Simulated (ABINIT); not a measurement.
Runs of ABINIT 10.8.3 (patched build) on Te. The structure is trigonal, space group P3_121 (No. 152). Conventional cell: a = 4.454 Å, b = 4.454 Å, c = 5.924 Å, α = 90.00°, β = 90.00°, γ = 120.00°. Around Te (site symmetry 2) lie 2 Te at 2.86 Å. 

| task | level | potentials or basis | cell | k mesh | cutoff (eV) | smearing | bands in the sums | one-shot functional | broadening (eV) | scissor shift (eV) | tensor components | mesh quality | gap on the mesh (eV) | pressure (GPa) | relaxed volume (Å³/atom) | largest force (eV/Å) |
| --- | --- | --- | --- | --- | --- | --- | --- | --- | --- | --- | --- | --- | --- | --- | --- | --- |
| single point | PBE | PseudoDojo NC SR PBE v0.4.1 standard | as given | 5 × 5 × 4 | 952 | fermi-dirac 0.05 eV | - | - | - | - | - | not flagged | 0.54 | 1.4 | - | 0.18 |
| one-shot levels of the hybrid PBE0-1/3 | PBE | PseudoDojo NC SR PBE v0.4.1 standard | as given | 4 × 4 × 3 | 952 | fixed | 32 | PBE0-1/3 | - | - | - | not flagged | 0.79 | - | - | - |
| optical spectrum | LDA | PseudoDojo NC SR LDA v0.4.1 standard | as given | 8 × 8 × 6, shifted | 952 | fixed | 36 | - | 0.2 | 0 | [11, 33] | not flagged | - | (c) | - | (b) |
| one-shot levels of the hybrid PBE0 | PBE | PseudoDojo NC SR PBE v0.4.1 standard | as given | 4 × 4 × 3 | 1088 | fixed | 32 | PBE0 | - | - | - | not flagged | 0.79 | - | - | - |
| relaxation of cell and atoms | PBEsol | JTH PAW PBE v2.0 | relaxed | 5 × 5 × 4 | 408 | fermi-dirac 0.05 eV | - | - | - | - | - | not flagged | 0.38 | 0.0 | (a) | - |
| positron lifetime | PBEsol | JTH PAW PBE v2.0 | cell relaxed at zero pressure by an earlier run | 5 × 5 × 4 | 408 | fermi-dirac 0.05 eV | - | - | - | - | - | not flagged | 0.38 | 0.0 | - | 0.01 |
| one-shot levels of the hybrid PBE0-1/3 | PBEsol | PseudoDojo NC SR PBEsol v0.4.1 standard | as given | 4 × 4 × 3 | 925 | fixed | 32 | PBE0-1/3 | - | - | - | not flagged | 0.75 | - | - | - |
| single point | PBE | PseudoDojo NC SR PBE v0.4.1 standard | as given | 5 × 5 × 4 | 1088 | fermi-dirac 0.05 eV | - | - | - | - | - | not flagged | 0.54 | 1.6 | - | 0.18 |
| relaxation of cell and atoms | LDA | PseudoDojo NC SR LDA v0.4.1 standard | relaxed | 5 × 5 × 4 | 1088 | fermi-dirac 0.05 eV | - | - | - | - | - | not flagged | 0.41 | 0.0 | 31.50 | - |
| single point | LDA | PseudoDojo NC SR LDA v0.4.1 standard | cell relaxed | 5 × 5 × 4 | 1088 | fermi-dirac 0.05 eV | - | - | - | - | - | not flagged | 0.41 | 0.0 | - | - |

Alike in all rows: no spin polarisation.

Task: Estimate the missing entries.

Result: (a) 32.09; (b) 0.10; (c) -2.0.

Caveats: spin-orbit coupling is left out, which moves the levels of the heavy elements (some runs); an odd mesh through Γ misses points on the zone boundary, where band edges often lie (some runs); the PAW data sets were made with another functional, which shifts forces and pressure a little (some runs); spectra need much finer meshes, so this one isn't converged (some runs); independent-particle spectra lack excitons (some runs); the PAW basis is incomplete for the positron (some runs).

A k mesh can miss the band edges, and the runs leave out spin-orbit coupling on Te.

The runs don't all hold the same shells in valence.
